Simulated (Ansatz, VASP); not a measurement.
NaF in VASP and in Ansatz

```
Na F
1.0
     0.00000    2.32330    2.32330
     2.32330    0.00000    2.32330
     2.32330    2.32330    0.00000
Na F
1 1
Direct
  0.00000 0.00000 0.00000
  0.50000 0.50000 0.50000
```

Alike in both runs: task electric field gradients; functional LDA; k mesh 10 × 10 × 10; occupations fermi-dirac, width 0.02 eV; no spin polarisation.

|  | VASP | Ansatz |
| --- | --- | --- |
| version | VASP 6.6.1 | Ansatz 0.2.0 |
| potentials or method | VASP PAW LDA potentials, release 64 (Na_pv, F), cutoff 520 eV | all-electron PAW with datasets made for the crystal, scalar-relativistic |

Ansatz gave:

| Quantity | Value |
| --- | --- |
| gap on the k mesh at the Fermi level (eV) | 5.92 |
| pressure (GPa) | -4.6 |
| Vzz of the field gradient on the site that differs most (V/Å²) | 0.0 |

Which values does VASP return?

gap on the k mesh at the Fermi level (eV): 5.91; pressure (GPa): -4.7; Vzz of the field gradient on the site that differs most (V/Å²): 0.0.

Ansatz ran all-electron here, so the differences hold the error of VASP's frozen core and of both bases. Ansatz warned: «band_levels_unverified».

A k mesh can miss the band edges.
